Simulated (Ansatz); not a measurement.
Ansatz input file:

```yaml
crystal:
  lattice:
    - [4.2088545012, 0.0, 0.0]
    - [-2.1044272506, 3.6449749188, 0.0]
    - [0.0, 0.0, 5.3846065195]
  atoms:
    - { symbol: Sr, position: [0.33333333, 0.66666667, 0.949765542] }
    - { symbol: Sr, position: [0.66666667, 0.33333333, 0.449765542] }
    - { symbol: O, position: [0.33333333, 0.66666667, 0.425234458] }
    - { symbol: O, position: [0.66666667, 0.33333333, 0.925234458] }
basis:
  ecutwfc: 420
kpoints:
  mp_grid: { grid: [9, 9, 6] }
hamiltonian:
  xc: pbesol
scf:
  occupations: { method: gaussian, width: 0.02 }
output:
  forces: true
  stress: true
  eigenvalues: true
  populations: true
```

It can be run as
```bash
ansatz run input.yaml --threads 1 --pin off --backend cpu --events-out ev --progress --plain --runs-dir out  # memory cap (--max-ram) not shown
```

The calculation used Ansatz 0.2.0, DFT PBEsol, scalar-relativistic, plane waves, PAW.

Abridged output:

```
Pseudopotentials: kind: paw
Pseudopotential: Sr, paw, valence charge 10, recommended cutoff 420 eV (normal)
Pseudopotential: O, paw, valence charge 6, recommended cutoff 420 eV (normal)
Functional definition: PBEsol
Crystal: 4 atoms, lattice volume = 82.606 Å³
Basis set: ecut = 420 eV, 1595 PW (Γ), exchange–correlation on 60×60×72 points (8 copies of the dense FFT grid, shifted against one another)
Bands: 20, of which v1, the nominal top of the filled ones, is band 16 counted from 1 (15 counted from 0)
Symmetry: 12 space group operations
Space group: P63mc (ITA 186), of the structure as read, at distance tolerance 4.4e-5 Å
k-points: 48 of 486 (time reversal used)
Initial density: superposition of atomic densities (neutral atoms: chi_scale 0, normalization atom), corrected by the library's trained network
Initial wavefunctions: pseudopotential atomic-orbital guess
Functional: x = pbesol(κ = 0.804, μ = 0.12345679), c = pbesol(β = 0.046)
SCF iter   1: F=—  HF=-8111.871498 eV  |F-HF|=—  |Δ(HF+E_count)|=         —  Δρ=1.19e-2  dr2=1.07e-1  ethr=1.77e-3  ⟨swp⟩=9.4  Hψ=6356  notcnv=0
SCF iter   2: F=—  HF=-8111.852801 eV  |F-HF|=—  |Δ(HF+E_count)|=   1.87e-2  Δρ=5.67e-3  dr2=2.05e-2  ethr=3.35e-4  ⟨swp⟩=2.3  Hψ=1962  notcnv=0
SCF iter   3: F=—  HF=-8111.848508 eV  |F-HF|=—  |Δ(HF+E_count)|=   4.29e-3  Δρ=6.93e-4  dr2=2.75e-4  ethr=6.39e-5  ⟨swp⟩=2.1  Hψ=1460  notcnv=0
SCF iter   4: F=—  HF=-8111.848670 eV  |F-HF|=—  |Δ(HF+E_count)|=   1.63e-4  Δρ=2.14e-4  dr2=1.92e-5  ethr=8.58e-7  ⟨swp⟩=2.3  Hψ=1765  notcnv=0
SCF iter   5: F=—  HF=-8111.848632 eV  |F-HF|=—  |Δ(HF+E_count)|=   3.81e-5  Δρ=3.70e-5  dr2=9.62e-7  ethr=5.99e-8  ⟨swp⟩=2.5  Hψ=1465  notcnv=0
SCF iter   6: F=-8111.848633 eV  HF=-8111.848633 eV  |F-HF|=7.09e-8  |Δ(HF+E_count)|=   9.78e-7  Δρ=7.25e-6  dr2=5.09e-8  ethr=3.13e-10  ⟨swp⟩=7.1  Hψ=5239  notcnv=0
SCF 1 converged in 6 iterations: F = -8111.848633 eV  dr2 = 5.09e-8
SCF converged after 6 iterations
Free energy (F): -8111.848633 eV
Harris-Foulkes:  -8111.848633 eV  (|F-HF|=7.09e-8)
Internal energy: -8111.848633 eV  (E = F + TS)
E sigma→0 (E₀):  -8111.848633 eV
Fermi energy:    6.918500 eV
--- Per-component energies (eV) ---
  E_band       = -186.397490
  E_kinetic    = 842.031055
  E_local      = -2097.484665  (includes V_loc(G=0)·N_el)
  E_nonlocal   = 503.303420
  E_hartree    = 616.417294
  E_xc         = -491.768226
  E_vxc        = -513.604374  (∫ρ·V_xc dr)
  E_paw        = -5592.720162  (= ΣΔE_a)
  E_vpaw       = -153.484355  (= ΣTr[D̂ρ^β])
  E_aug_tail   = 0.004795  (compensation charges beyond the density's cutoff)
  E_ewald      = -1891.971416
  E_core_change = 0.339271  (= ΣΔE_core)
  E_smearing   =  0.000000  (= −TS)
--- Forces (eV/Å), atoms counted from 1 ---
  atom   1  Sr     0.00000000     0.00000000    -0.03983710
  atom   2  Sr     0.00000000     0.00000000    -0.03983710
  atom   3  O      0.00000000     0.00000000     0.03984261
  atom   4  O      0.00000000     0.00000000     0.03984261
--- Stress (GPa, compression-positive) ---
       -1.038753       0.000000       0.000000
        0.000000      -1.038753       0.000000
        0.000000       0.000000      -4.871435
  P = ⅓ Tr σ = -2.3163 GPa (-23.163 kbar)
--- Band table (eV; the first three rows and the last of 48) ---
  k-point 0: bands = ["-26.5225", "-26.3816", "-9.5063", "-9.2207", "-8.7613", "-8.6437", "-8.6437", "-8.4015", "-8.4015", "-8.2229", "4.6388", "4.6388", "4.8079", "4.8079", "5.1907", "5.5632", "8.2076", "11.9133", "11.9133", "12.5524"]
  k-point 1: bands = ["-26.5130", "-26.3910", "-9.6397", "-9.3773", "-8.6275", "-8.6275", "-8.5400", "-8.4178", "-8.4178", "-8.0831", "4.6297", "4.6297", "4.7781", "4.7781", "5.0224", "5.2388", "8.5255", "11.9074", "12.1501", "12.1501"]
  k-point 2: bands = ["-26.4872", "-26.4167", "-9.7880", "-9.6323", "-8.5833", "-8.5833", "-8.4622", "-8.4622", "-8.1707", "-7.9041", "4.6220", "4.6220", "4.6896", "4.7097", "4.7097", "4.7324", "9.1784", "10.8993", "12.7701", "12.7701"]
  k-point 47: bands = ["-26.4259", "-26.4259", "-10.6567", "-10.6567", "-8.7212", "-8.7212", "-8.3512", "-8.3512", "-6.9932", "-6.9932", "4.1653", "4.1653", "4.9102", "4.9102", "5.4037", "5.4037", "9.9412", "9.9412", "13.0816", "13.0816"]
--- Löwdin populations: 4 sites ---
  site symbol q [e]
     0     Sr      8.3408
     1     Sr      8.3408
     2      O      7.3313
     3      O      7.3313
  spilling = 0.020495 (of n_electrons = 32.000000)
```

The calculation finished and met its thresholds.